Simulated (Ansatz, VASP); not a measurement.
**Pd in VASP and in Ansatz**

```
Pd
1.0
    -1.57228    1.57228    1.57228
     1.57228   -1.57228    1.57228
     1.57228    1.57228   -1.57228
Pd
1
Direct
  0.00000 0.00000 0.00000
```

This isn't the form of Pd at room conditions, which is fcc.

Alike in both runs: functional PBEsol; k mesh 9 × 9 × 9; occupations fermi-dirac, width 0.05 eV; non-collinear spin, spin-orbit coupling.

|  | VASP | Ansatz |
| --- | --- | --- |
| version | VASP 6.6.1 | Ansatz 0.2.0 |
| potentials or method | VASP PAW PBE potentials, release 64 (Pd) | Ansatz PAW |
| plane-wave cutoff (eV) | 520 | 420 |
| valence electrons in the cell | 10 | 18 |
| task | single point | band structure |

|  | VASP | Ansatz | Ansatz less VASP |
| --- | --- | --- | --- |
| gap on the k mesh at the Fermi level (eV) | none | none | - |
| pressure (GPa) | -10.3 | -10.0 | +0.26 |
| net moment per atom (μB) | 0.00 | 0.00 | 0.000 |

A gap of «none» marks a metal or a gap that the smearing closes. The two sets of potentials don't hold the same shells in valence.

Caveats: the PAW data sets were made with another functional, which shifts forces and pressure a little (VASP); the PAW data sets come from PBE, with cores solved anew for the run's functional, which leaves a small shift of forces and pressure (Ansatz).
